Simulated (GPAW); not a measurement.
# Sb (Pm-3m) in GPAW: a series of runs

One crystal, Sb, is run at these levels: PBEsol; tasks: single point.

All numbers are computed with GPAW 26.7.0; they aren't measurements. Logs are shortened: lines on timing, memory, paths and dates and some standing lists are left out, and cuts for length are marked. The log counts tension as positive stress, the text compression.

## 1. The structure

It takes space group Pm-3m (No. 221, cubic). Conventional cell: a = 3.160 Å, b = 3.160 Å, c = 3.160 Å, α = 90.00°, β = 90.00°, γ = 90.00°. Sb (site symmetry m-3m) has 6 Sb at 3.16 Å as nearest neighbours.

This isn't the form of Sb at room conditions, which is rhombohedral.

## 2. Single point, PBEsol, 30.29 Å³/atom

Input file run.py:

```python
from ase import Atoms
from ase.dft.bandgap import bandgap
from ase.io import write
from ase.units import GPa
from gpaw import GPAW, PW, setup_paths

setup_paths.insert(0, '.')

atoms = Atoms(['Sb'],
              cell=[[3.16, 0.0, 0.0],
                    [0.0, 3.16, 0.0],
                    [0.0, 0.0, 3.0336]],
              scaled_positions=[[0.0, 0.0, 0.0]],
              pbc=True)

calc = GPAW(mode=PW(600),
            xc='PBEsol',
            kpts={'size': (8, 8, 8), 'gamma': True},
            occupations={'name': 'fermi-dirac', 'width': 0.05},
            nbands=15,
            convergence={'density': 1e-05, 'energy': 1e-05},
            maxiter=150,
            txt='gpaw.txt')
atoms.calc = calc
energy = atoms.get_potential_energy()
forces = atoms.get_forces()
stress = atoms.get_stress()
calc.write('gs.gpw')
write('result.traj', atoms)
print(f'Energy: {energy:.6f} eV')
print('Forces (eV/A):')
print(forces.round(4))
print('Stress (GPa):', (stress / GPa).round(3))
print('Fermi level:', round(calc.get_fermi_level(), 4), 'eV')
print(f'Gap: {bandgap(calc)[0]:.4f} eV, direct: {bandgap(calc, direct=True)[0]:.4f} eV')
```

Potentials or basis: PAW data sets generated in the run's folder for this functional, pw.

Launch:

```console
$ gpaw-setup -f PBEsol Sb
$ OMP_NUM_THREADS=1 python run.py
```

gpaw.txt:

```text
__  _  _
 | _ |_)|_||  |
 |__||  | ||/\| - 26.7.0

Input parameters:
  mode=PW(ecut=600.0),
  convergence={'density': 1e-05, 'energy': 1e-05},
  kpts=MonkhorstPack(size=(8, 8, 8), gamma=True),
  maxiter=150,
  nbands=15,
  occupations=Occupations(name='fermi-dirac', width=0.05),
  xc=XC(name='PBEsol')

Diagonalizing LCAO Hamiltonian
Converting LCAO to pw mode
   .-------.
  /|       |
 * |       |
 | |       |
 | .-------.
 |/       /
 Sb------*

Atoms  # Å, Bohr magnetons
|   | symbol |        x |        y |        z |    initial magnetic moments |
|---|--------|----------|----------|----------|-----------------------------|
| 0 |     Sb | 0.000000 | 0.000000 | 0.000000 | ( 0.0000,  0.0000,  0.0000) |

Unit cell  # Å
| periodic |        x |        y |        z |  lengths |    angles |
|----------|----------|----------|----------|----------|-----------|
|      yes | 3.160000 | 0.000000 | 0.000000 | 3.160000 | 90.000000 |
|      yes | 0.000000 | 3.160000 | 0.000000 | 3.160000 | 90.000000 |
|      yes | 0.000000 | 0.000000 | 3.033600 | 3.033600 | 90.000000 |

Number of symmetries: 16
Symmetry operations  # r_c * U_cc + t_c -> r_c
|    | kind |            matrix            |
|----|------|------------------------------|
|  0 |  E   |  1, 0, 0,  0, 1, 0,  0, 0, 1 |
|  1 |  σ   |  1, 0, 0,  0, 1, 0,  0, 0,-1 |
|  2 |  σ   |  1, 0, 0,  0,-1, 0,  0, 0, 1 |
|  3 |  C2  |  1, 0, 0,  0,-1, 0,  0, 0,-1 |
|  4 |  σ   |  0, 1, 0,  1, 0, 0,  0, 0, 1 |
|  5 |  C2  |  0, 1, 0,  1, 0, 0,  0, 0,-1 |
|  6 |  C4  |  0, 1, 0, -1, 0, 0,  0, 0, 1 |
|  7 |  S4  |  0, 1, 0, -1, 0, 0,  0, 0,-1 |
|  8 |  C4  |  0,-1, 0,  1, 0, 0,  0, 0, 1 |
|  9 |  S4  |  0,-1, 0,  1, 0, 0,  0, 0,-1 |
| 10 |  σ   |  0,-1, 0, -1, 0, 0,  0, 0, 1 |
| 11 |  C2  |  0,-1, 0, -1, 0, 0,  0, 0,-1 |
| 12 |  σ   | -1, 0, 0,  0, 1, 0,  0, 0, 1 |
| 13 |  C2  | -1, 0, 0,  0, 1, 0,  0, 0,-1 |
| 14 |  C2  | -1, 0, 0,  0,-1, 0,  0, 0, 1 |
| 15 |  i   | -1, 0, 0,  0,-1, 0,  0, 0,-1 |

BZ-sampling:
  Number of BZ points: 512
  Number of IBZ points: 75

  Monkhorst-Pack size: [8, 8, 8]
  Monkhorst-Pack shift: [0.0625, 0.0625, 0.0625]

K-points  # in reciprocal-cell coordinates
|     |                                coordinates |     weight |
|-----|--------------------------------------------|------------|
|   0 | (  0.00000000,   0.00000000,   0.00000000) | 0.00195312 |
|   1 | (  0.00000000,   0.00000000,   0.12500000) | 0.00390625 |
|   2 | (  0.00000000,   0.00000000,   0.25000000) | 0.00390625 |
|   3 | (  0.00000000,   0.00000000,   0.37500000) | 0.00390625 |
|   4 | (  0.00000000,   0.00000000,   0.50000000) | 0.00195312 |
|   5 | (  0.12500000,   0.00000000,   0.00000000) | 0.00781250 |
|   6 | (  0.12500000,   0.00000000,   0.12500000) | 0.01562500 |
|   7 | (  0.12500000,   0.00000000,   0.25000000) | 0.01562500 |
|   8 | (  0.12500000,   0.00000000,   0.37500000) | 0.01562500 |
|   9 | (  0.12500000,   0.00000000,   0.50000000) | 0.00781250 |
| ... |                                            |            |
|  74 | (  0.50000000,   0.50000000,   0.50000000) | 0.00195312 |

Plane wave coefficients: 1032
Cutoff: 600.0 eV

Spin-components: 1 (collinear spins)
Bands:           15
Projectors:      6
Spin-degeneracy: 2
Datatype:        complex128

Parallelization:
  kpt:    1
  domain: 1
  band:   1

Density:
  Valence electrons: 15.0
  Components: 1
  Grid points: [18 18 18]
  Charge: 0.0  # |e|

Potential:
  Grid points: [18 18 18]

species:
  Sb:
    name:    Antimony
    Z:       51.0
    valence: 15
    core:    36
    charge:  0.0  # [|e|]
    compensation charges:
      type: gauss
      rc: 0.36  # [Å]
      lmax: 2
    cutoffs:
      filter: 2.23  # [Å]
      core: 2.23  # [Å]
    projectors
    | kind |    occ | energy [eV] | rcut [Å] |
    |------|--------|-------------|----------|
    |   5s |  2.000 |     -12.861 |    1.154 |
    |   5p |  3.000 |      -4.846 |    1.233 |
    |   4d | 10.000 |     -33.456 |    1.196 |
    |    s |        |      14.351 |    1.154 |
    |    p |        |      22.365 |    1.233 |
    |    d |        |      -6.245 |    1.196 |

    Using partial waves for Sb as LCAO basis

Reference energy: -176204.783462  # eV

eigensolver:
  PPCG
  Converge bands: occupied
  niter=2

density mixing:
  MSR1-Mixer
  Pratt-step length: 0.05
  Maximum mixing coefficient: 0.75
  Old densities: 10
  SVD Regularization: 0.005
  Good broyden scale: 1.0
  Trust region scale: 1.0
  Backstep threshold: 4.0
  History deletion threshold: 6.0
  Fourier metric: weight=20.0, sigma=0.015

occupation numbers:
  Fermi-Dirac:
    width: 0.0500  # eV

poisson solver:
  ecut: 4800.0  # eV

xc functional:
  name: PBEsol with 2 nearest neighbor stencil

convergence criteria:
- Maximum integral of absolute [dens]ity change: 1e-05 electrons / valence electron
- Maximum [total energy] change in last 3 cyles: 1e-05 eV / valence electron
- Maximum integral of absolute [eigenst]ate change: 4e-08 eV^2 / valence electron
maximum number of iterations: 150

SCF iterations
|iter     | |      energy | eigst |  dens |
|---------|-|-------------|-------|-------|
|iter:   1| |   -4.770328 | +0.17 |       |
|iter:   2| |   -4.772325 | -2.07 | -1.78 |
|iter:   3| |   -4.769411 | -2.92 | -1.80 |
|iter:   4| |   -4.769733 | -3.77 | -2.32 |
|iter:   5| |   -4.769781 | -5.03 | -3.04 |
|iter:   6| |   -4.769786c| -6.48 | -3.68 |
|iter:   7| |   -4.769787c| -7.60c| -4.40 |
|iter:   8| |   -4.769787c| -8.08c| -5.04c|

Converged in 8 steps
Energy contributions relative to reference atoms: (reference = -176204.783462)

Energy contributions:
  Kinetic:          -2.251073
  Coulomb:           1.259773
  Zero:              0.168110
  External:          0.000000
  Xc:               -3.943998
  Entropy:          -0.005197
  Spinorbit:         0.000000
  ----------------------------
  Free energy:      -4.772385
  Extrapolated:     -4.769787

dipole moment: (-11.445258, -11.445258, -10.987447)  # |e|*Ang

Fermi level: 6.419
Eigenvalues  # (at kpt = [0.000, 0.000, 0.000])
| band index |      eig [eV] | occ [0-2] |
|------------|---------------|-----------|
|          0 |       -22.689 |     2.000 |
|          1 |       -22.636 |     2.000 |
|          2 |       -22.493 |     2.000 |
|          3 |       -22.493 |     2.000 |
|          4 |       -22.491 |     2.000 |
|          5 |        -5.838 |     2.000 |
|          6 |         9.274 |     0.000 |
|          7 |         9.274 |     0.000 |
|          8 |        10.424 |     0.000 |
|          9 |        13.276 |     0.000 |
|         10 |        13.497 |     0.000 |
|         11 |        14.866 |     0.000 |
|         12 |        25.471 |     0.000 |
|         13 |        25.532 |     0.000 |
|         14 |        26.975 |     0.000 |

No gap
No difference between direct/indirect transitions

Forces  # eV/Ang
|        x |        y |       z |
|----------|----------|---------|
| -0.00000 | -0.00000 | 0.00000 |  # Sb   0

Stress tensor  # eV/Ang^3
|        x |        y |        z |
|----------|----------|----------|
| 0.026199 | 0.000000 | 0.000000 |
| 0.000000 | 0.026199 | 0.000000 |
| 0.000000 | 0.000000 | 0.001511 |

# Writing to gs.gpw (mode='')
```

Run time: 14 s. Hardware: 1 thread of Arm Neoverse V2, shared host; peak memory 0.15 GiB.

Results:

| Property | Result |
| --- | --- |
| Free energy | -4.7724 eV |
| Pressure | -2.9 GPa |
| Band gap on the k mesh | none (metal or under the smearing width) |

Caveat: the density grid can change from cell to cell, which puts small steps into energies and stress.

## 3. Single point, PBEsol, 30.92 Å³/atom

run.py, as its differences from that of step 2:

```diff
@@ -11,3 +11,3 @@
                     [0.0, 3.16, 0.0],
-                    [0.0, 0.0, 3.0336]],
+                    [0.0, 0.0, 3.0968]],
               scaled_positions=[[0.0, 0.0, 0.0]],
```

Potentials or basis: PAW data sets generated in the run's folder for this functional, pw.

Launch:

```console
$ gpaw-setup -f PBEsol Sb
$ OMP_NUM_THREADS=1 python run.py
```

It took 14 s on 1 thread of Arm Neoverse V2, shared host; peak memory 0.15 GiB.

The run converged. Its results:

* Free energy: -4.7657 eV
* Pressure: -4.0 GPa
* Band gap on the k mesh: none (metal or under the smearing width)

Caveat: the density grid can change from cell to cell, which puts small steps into energies and stress.
